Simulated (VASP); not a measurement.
# InAs (F-43m) in VASP: further runs

The runs below take InAs through single point, relaxation of cell and atoms, with PBE.

All numbers are computed with VASP 6.6.1; they aren't measurements. Logs are shortened: lines on timing, memory, paths and dates and some standing lists are left out, and cuts for length are marked.

**Experimental background.**

A printed reference work, data compilation reports, for a bulk crystal of InAs at 4.2 K: band gap 0.418 eV (direct).

The results are compared with them further down.

## Step 1: The cell of the first run

The structure is cubic, space group F-43m (No. 216). The conventional cell has a = 6.233 Å, b = 6.233 Å, c = 6.233 Å, α = 90.00°, β = 90.00°, γ = 90.00°. In (site symmetry -43m) has 4 As at 2.70 Å within 3.6 Å. Within 3.6 Å of As (site symmetry -43m) lie 4 In at 2.70 Å.

## Step 2: Single point, PBE

File INCAR:

```
SYSTEM = InAs
PREC = Accurate
ENCUT = 520
EDIFF = 1E-6
ISMEAR = -1
SIGMA = 0.15
LREAL = .FALSE.
LASPH = .TRUE.
NELM = 100
ALGO = Normal
ISIF = 2
LWAVE = .FALSE.
LCHARG = .FALSE.
GGA = PE
NBANDS = 16
```

File KPOINTS:

```
regular mesh
0
G
  12 12 12
  0 0 0
```

File POSCAR:

```
InAs
1.0
    0.0000000000      3.1166214293      3.1166214293
    3.1166214293      0.0000000000      3.1166214293
    3.1166214293      3.1166214293      0.0000000000
In As
1 1
Direct
    0.0000000000      0.0000000000      0.0000000000
    0.7500000000      0.7500000000      0.7500000000
```

Potentials or basis: VASP PAW PBE potentials, release 64 (In_d, As).

The run is started by

```console
$ cat potpaw_PBE.64/In_d/POTCAR potpaw_PBE.64/As/POTCAR > POTCAR
$ mpirun -np 1 vasp_std > vasp.out
```

OUTCAR:

```text
SYSTEM = InAs
   PREC = Accurate
   ENCUT = 520
   EDIFF = 1E-6
   ISMEAR = -1
   LREAL = .FALSE.
   LASPH = .TRUE.
   NELM = 100
   ISIF = 2
   GGA = PE

 ion  position               nearest neighbor table
   1  0.000  0.000  0.000-   2 2.70   2 2.70   2 2.70   2 2.70
   2  0.750  0.750  0.750-   1 2.70   1 2.70   1 2.70   1 2.70

  LATTYP: Found a face centered cubic cell.
 ALAT       =     6.2332428586

  Lattice vectors:

 A1 = (   0.0000000000,   3.1166214293,   3.1166214293)
 A2 = (   3.1166214293,   0.0000000000,   3.1166214293)
 A3 = (   3.1166214293,   3.1166214293,   0.0000000000)

Analysis of symmetry for initial positions (statically):
=====================================================================
 Subroutine PRICEL returns:
 Original cell was already a primitive cell.

 Routine SETGRP: Setting up the symmetry group for a
 face centered cubic supercell.

 Subroutine GETGRP returns: Found 24 space group operations
 (whereof 24 operations were pure point group operations)
 out of a pool of 48 trial point group operations.

The static configuration has the point symmetry T_d .

Analysis of symmetry for dynamics (positions and initial velocities):
=====================================================================
 Subroutine PRICEL returns:
 Original cell was already a primitive cell.

 Routine SETGRP: Setting up the symmetry group for a
 face centered cubic supercell.

 Subroutine GETGRP returns: Found 24 space group operations
 (whereof 24 operations were pure point group operations)
 out of a pool of 48 trial point group operations.

The dynamic configuration has the point symmetry T_d .

 Subroutine INISYM returns: Found 24 space group operations
 (whereof 24 operations are pure point group operations),
 and found     1 'primitive' translations

----------------------------------------------------------------------------------------

                                     Primitive cell

  volume of cell :      60.5455

  direct lattice vectors                    reciprocal lattice vectors
     0.000000000  3.116621429  3.116621429    -0.160430136  0.160430136  0.160430136
     3.116621429  0.000000000  3.116621429     0.160430136 -0.160430136  0.160430136
     3.116621429  3.116621429  0.000000000     0.160430136  0.160430136 -0.160430136

  length of vectors
     4.407568294  4.407568294  4.407568294     0.277873147  0.277873147  0.277873147

  position of ions in fractional coordinates (direct lattice)
     0.000000000  0.000000000  0.000000000
     0.750000000  0.750000000  0.750000000

  ion indices of the primitive-cell ions
   primitive index   ion index
                 1           1
                 2           2

----------------------------------------------------------------------------------------

 KPOINTS: regular mesh

Automatic generation of k-mesh.
 Grid dimensions read from file:
 generate k-points for:   12   12   12

 Generating k-lattice:

  Cartesian coordinates                     Fractional coordinates (reciprocal lattice)
    -0.013369178  0.013369178  0.013369178     0.083333333  0.000000000  0.000000000
     0.013369178 -0.013369178  0.013369178     0.000000000  0.083333333  0.000000000
     0.013369178  0.013369178 -0.013369178     0.000000000  0.000000000  0.083333333

  Length of vectors
     0.023156096  0.023156096  0.023156096

  Shift w.r.t. Gamma in fractional coordinates (k-lattice)
     0.000000000  0.000000000  0.000000000

 Subroutine IBZKPT returns following result:
 ===========================================

 Found     72 irreducible k-points:

 Following reciprocal coordinates:
            Coordinates               Weight
  0.000000  0.000000  0.000000      1.000000
  0.083333  0.000000  0.000000      8.000000
  0.166667  0.000000  0.000000      8.000000
  0.250000  0.000000  0.000000      8.000000
  0.333333  0.000000  0.000000      8.000000
  0.416667  0.000000  0.000000      8.000000
[... 16 lines left out ...]
  0.500000  0.166667  0.000000     24.000000
 -0.416667  0.166667  0.000000     24.000000
 [... further k-points ...]
   k-points           NKPTS =     72   k-points in BZ     NKDIM =     72   number of bands    NBANDS=     16
   number of dos      NEDOS =    301   number of ions     NIONS =      2
   total plane-waves  NPLWV =  46656
   dimension x,y,z NGX =    36 NGY =   36 NGZ =   36
   dimension x,y,z NGXF=    72 NGYF=   72 NGZF=   72
   ions per type =               1   1
   NGX,Y,Z   is equivalent  to a cutoff of  13.58, 13.58, 13.58 a.u.
   NGXF,Y,Z  is equivalent  to a cutoff of  27.16, 27.16, 27.16 a.u.
 SYSTEM =  InAs
   PREC   = accura    normal or accurate (medium, high low for compatibility)
   ISTART =      0    job   : 0-new  1-cont  2-samecut
   ICHARG =      2    charge: 1-file 2-atom 10-const
   ISPIN  =      1    spin polarized calculation?
   LNONCOLLINEAR =      F non collinear calculations
   LSORBIT =      F    spin-orbit coupling
   LASPH  =      T    aspherical Exc in radial PAW
   ENCUT  =  520.0 eV  38.22 Ry    6.18 a.u.   8.20  8.20  8.20*2*pi/ulx,y,z
   NELM   =    100;   NELMIN=  2; NELMDL= -5     # of ELM steps
   EDIFF  = 0.1E-05   stopping-criterion for ELM
   LREAL  =      F    real-space projection
   EDIFFG = 0.1E-04   stopping-criterion for IOM
   NSW    =      0    number of steps for IOM
   IBRION =     -1    ionic relax: 0-MD 1-quasi-New 2-CG
   NFREE  =      0    steps in history (QN), initial steepest desc. (CG)
   ISIF   =      2    stress and relaxation
   ISYM   =      2    0-nonsym 1-usesym 2-fastsym
   POTIM  = 0.5000    time-step for ionic-motion
   TEBEG  =    0.0;   TEEND  =   0.0 temperature during run
   PSTRESS=    0.0 pullay stress
   NELECT =      18.0000    total number of electrons
   NUPDOWN=      -1.0000    fix difference up-down
   EMIN   =  10.00;   EMAX   =-10.00  energy-range for DOS
   EFERMI =   0.00;   METHOD = LEGACY
   ISMEAR =    -1;   SIGMA  =   0.15  broadening in eV -4-tet -1-fermi 0-gaus
   EFERMI_NEDOS =   21; number of points for ismear=-14 and -15
   IALGO  =     38    algorithm
   IMIX   =      4    mixing-type and parameters
     AMIX     =   0.40;   BMIX     =  1.00
     AMIX_MAG =   1.60;   BMIX_MAG =  1.00
  volume/ion in A,a.u.               =      30.27       204.29
  Fermi-wavevector in a.u.,A,eV,Ry     =   1.092626  2.064764 16.243071  1.193832
  Thomas-Fermi vector in A             =   2.228895
   LORBIT       =      0    0 simple, 1 ext, 2 COOP (PROOUT), +10 PAW based schemes
   GGA     = PE    functional components
   LHFCALC =     F    Hartree Fock is set to
   AEXX    =    0.0000 exact exchange contribution
   IVDW    =     0    specifies the selected vdW correction
   LEPSILON=     F    determine dielectric tensor
   LRPA    =     F    only Hartree local field effects (RPA)
 non-spin polarized calculation
  energy-cutoff  :      520.00
  volume of cell :       60.55
 maximum number of plane-waves:      1660
 NGX is ok and might be reduce to    36
   NGX = 17   NGY = 17   NGZ = 17

 number of electron      17.9999998 magnetization

 Free energy of the ion-electron system (eV)
  ---------------------------------------------------
  ext. energy  EPLUGINS =         0.00000000
  ---------------------------------------------------
  free energy    TOTEN  =        -7.71734026 eV

  energy without entropy =       -7.71208869  energy(sigma->0) =       -7.71471447

 E-fermi :   3.9712     XC(G=0):  -8.7005

 val. band max:        3.6315677987   @ k =   0.0000   0.0000   0.0000
 cond. band min:       4.2000734247   @ k =   0.0833   0.0000   0.0000
 fundamental gap:      0.5685056260
 Fermi energy:         3.9712036810

 k-point     1 :       0.0000    0.0000    0.0000
  band No.  band energies     occupation
      1     -10.5998      2.00000
      2     -10.5997      2.00000
      3     -10.5997      2.00000
      4     -10.5075      2.00000
      5     -10.5075      2.00000
      6      -7.6816      2.00000
[... 8 lines left out ...]
     15      13.0795      0.00000
     16      13.0795      0.00000

 k-point     2 :       0.0833    0.0000    0.0000
  band No.  band energies     occupation
      1     -10.6058      2.00000
      2     -10.5978      2.00000
      3     -10.5978      2.00000
      4     -10.5075      2.00000
      5     -10.5075      2.00000
      6      -7.6204      2.00000
[... 8 lines left out ...]
     15      12.5766      0.00000
     16      12.5766      0.00000

 k-point     3 :       0.1667    0.0000    0.0000
  band No.  band energies     occupation
      1     -10.6220      2.00000
      2     -10.5927      2.00000
      3     -10.5927      2.00000
      4     -10.5073      2.00000
      5     -10.5073      2.00000
      6      -7.4439      2.00000
[... 8 lines left out ...]
     15      12.1099      0.00000
     16      12.1099      0.00000

 k-point     4 :       0.2500    0.0000    0.0000
  band No.  band energies     occupation
      1     -10.6434      2.00000
      2     -10.5864      2.00000
      3     -10.5864      2.00000
      4     -10.5064      2.00000
      5     -10.5064      2.00000
      6      -7.1751      2.00000
[... 8 lines left out ...]
     15      12.0624      0.00000
     16      12.0624      0.00000
[... 324 lines left out ...]
 k-point    22 :       0.4167    0.1667    0.0000
  band No.  band energies     occupation
      1     -10.6840      2.00000
      2     -10.5727      2.00000
      3     -10.5685      2.00000
      4     -10.5134      2.00000
      5     -10.4989      2.00000
      6      -6.5978      2.00000
[... 8 lines left out ...]
     15      13.4317      0.00000
     16      14.0931      0.00000

 k-point    23 :       0.5000    0.1667    0.0000
  band No.  band energies     occupation
      1     -10.6914      2.00000
      2     -10.5719      2.00000
      3     -10.5671      2.00000
      4     -10.5100      2.00000
      5     -10.4998      2.00000
      6      -6.3842      2.00000
[... 8 lines left out ...]
     15      13.6730      0.00000
     16      14.1484      0.00000

 k-point    24 :      -0.4167    0.1667    0.0000
  band No.  band energies     occupation
      1     -10.6911      2.00000
      2     -10.5722      2.00000
      3     -10.5682      2.00000
      4     -10.5065      2.00000
      5     -10.5027      2.00000
      6      -6.3518      2.00000
[... 8 lines left out ...]
     15      13.0642      0.00000
     16      13.4747      0.00000

 [... further k-points ...]

------------------------ aborting loop because EDIFF is reached ----------------------------------------

  FORCE on cell =-STRESS in cart. coord.  units (eV):
  Direction    XX          YY          ZZ          XY          YZ          ZX
  --------------------------------------------------------------------------------------
  -------------------------------------------------------------------------------------
  Total       -0.3698603     -0.3698603     -0.3698603      0.0000000      0.0000000     -0.0000000
  in kB       -9.7873730     -9.7873730     -9.7873730      0.0000000      0.0000000     -0.0000000
  external PRESSURE =      -9.7873730 kB  Pullay stress =       0.0000000 kB

 VOLUME and BASIS-vectors are now :
 -----------------------------------------------------------------------------
  energy-cutoff  :      520.00
  volume of cell :       60.55
      direct lattice vectors                 reciprocal lattice vectors
     0.000000000  3.116621429  3.116621429    -0.160430136  0.160430136  0.160430136
     3.116621429  0.000000000  3.116621429     0.160430136 -0.160430136  0.160430136
     3.116621429  3.116621429  0.000000000     0.160430136  0.160430136 -0.160430136

 POSITION                                       TOTAL-FORCE (eV/Angst)
 -----------------------------------------------------------------------------------
      0.00000      0.00000      0.00000        -0.000000      0.000000     -0.000000
      4.67493      4.67493      4.67493         0.000000     -0.000000      0.000000
 -----------------------------------------------------------------------------------
    total drift:                                0.000000      0.000000     -0.000000

  FREE ENERGIE OF THE ION-ELECTRON SYSTEM (eV)
  ---------------------------------------------------
  free  energy   TOTEN  =        -7.7173402578 eV

  energy  without entropy=       -7.7120886886  energy(sigma->0) =       -7.71471447
```

Wall time 1.8 min (1 thread of Intel Xeon 8259CL, shared host); peak memory 0.24 GiB.

Results:

* Free energy: -7.7173 eV
* Pressure: -1.0 GPa
* Band gap on the k mesh: zero (filled and empty bands touch)

Caveat: semilocal functionals underestimate gaps, so a narrow gap can read as zero; spin-orbit coupling is left out, which moves the levels of the heavy elements.

## Step 3: Relaxation of cell and atoms, PBE, target pressure -1 GPa, at which the enthalpy is minimised

This run uses another cell than the first one, of 29.61 Å³/atom.

File INCAR:

```
SYSTEM = InAs
ALGO = Normal
EDIFF = 1E-6
EDIFFG = -0.001
ENCUT = 600
GGA = PE
IBRION = 2
ISIF = 3
ISMEAR = -1
LASPH = .TRUE.
LCHARG = .FALSE.
LREAL = .FALSE.
LWAVE = .FALSE.
NELM = 60
NSW = 80
PREC = Accurate
PSTRESS = -10.0
SIGMA = 0.15
```

File KPOINTS:

```
k-points
0
G
  12 12 12
  0 0 0
```

File POSCAR:

```
InAs
1.0
    0.0000000000      3.0937808094      3.0937808094
    3.0937808094      0.0000000000      3.0937808094
    3.0937808094      3.0937808094      0.0000000000
In As
1 1
Direct
    0.0000000000      0.0000000000      0.0000000000
    0.7500000000      0.7500000000      0.7500000000
```

Potentials or basis: VASP PAW PBE potentials, release 64 (In_d, As).

The run is started by

```console
$ cat potpaw_PBE.64/In_d/POTCAR potpaw_PBE.64/As/POTCAR > POTCAR
$ mpirun -np 1 vasp_std > vasp.out
```

Wall time 3.3 min (1 thread of Intel Xeon 8259CL, shared host); peak memory 0.26 GiB.

The run converged. Its results:

- Free energy: -7.7169 eV
- Relaxed volume: 30.30 Å³/atom
- Relaxed cell: a = 4.409 Å, b = 4.409 Å, c = 4.409 Å, α = 60.00°, β = 60.00°, γ = 60.00°
- Space group after relaxing (to 0.1 Å): F-43m (No. 216)
- Energy change on relaxing (the run minimises the enthalpy): +2.1 meV/atom
- Ionic steps: 3
- Pressure after relaxing: -1.0 GPa
- Band gap on the k mesh: zero (filled and empty bands touch)

Step by step:
| step | energy change (eV) | largest force (eV/Å) | pressure (GPa) | volume (Å³) |
| --- | --- | --- | --- | --- |
| 1 | 0.0000 | 0.0000 | 0.06 | 59.22 |
| 2 | 0.0064 | 0.0000 | -1.23 | 60.92 |
| 3 | 0.0041 | 0.0000 | -1.00 | 60.60 |

Final structure:
```cif
data_structure
_symmetry_space_group_name_H-M 'P 1'
_symmetry_Int_Tables_number 1
_cell_length_a 4.4088
_cell_length_b 4.4088
_cell_length_c 4.4088
_cell_angle_alpha 60.000
_cell_angle_beta 60.000
_cell_angle_gamma 60.000
_cell_volume 60.60
loop_
_atom_site_label
_atom_site_type_symbol
_atom_site_fract_x
_atom_site_fract_y
_atom_site_fract_z
_atom_site_occupancy
In1 In 0.00000 0.00000 0.00000 1
As1 As 0.75000 0.75000 0.75000 1
```

Levels at points of the mesh, in eV from the Fermi level:
| k point | band 5 | band 6 | band 7 | band 8 | band 9 | band 10 | band 11 | band 12 | band 13 |
| --- | --- | --- | --- | --- | --- | --- | --- | --- | --- |
| (0.00, 0.00, 0.00) | -14.48 | -11.65 | -1.00 | -0.34 | -0.34 | -0.34 | 3.52 | 3.52 | 3.52 |
| (0.50, 0.00, 0.00) | -14.47 | -10.44 | -5.67 | -1.20 | -1.20 | 0.43 | 4.28 | 4.28 | 6.37 |
| (0.50, 0.50, 0.00) | -14.46 | -10.00 | -5.80 | -2.37 | -2.37 | 1.35 | 1.69 | 8.28 | 8.30 |

Caveat: the cell is relaxed towards a set pressure, so the run minimises the enthalpy, not the energy; semilocal functionals underestimate gaps, so a narrow gap can read as zero; spin-orbit coupling is left out, which moves the levels of the heavy elements. PBE usually gives volumes a little too large and moduli too small.

(Part 1 of 2 ends here.)
